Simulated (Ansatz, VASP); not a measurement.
## Two plane-wave programs on Rb

```
Rb
1.0
     7.36357    0.00000    0.00000
    -3.68178    6.37704    0.00000
     0.00000    0.00000    4.40099
Rb
3
Direct
  0.00000 0.00000 0.00000
  0.33333 0.66667 0.50000
  0.66667 0.33333 0.50000
```

Alike in both runs: task single point; functional LDA; k mesh 6 × 6 × 8; occupations fermi-dirac, width 0.1 eV; no spin polarisation.

```csv
,VASP,Ansatz
version,VASP 6.6.1,Ansatz 0.2.0
potentials or method,"VASP PAW LDA potentials, release 64 (Rb_sv)","plane waves (420 eV) with PAW, scalar-relativistic"
plane-wave cutoff (eV),520,420
valence electrons in the cell,27,27
```

|  | VASP | Ansatz | Ansatz less VASP |
| --- | --- | --- | --- |
| pressure (GPa) | 0.6 | 0.6 | 0.00 |

Ansatz warned: «pseudo_functional_mismatch».
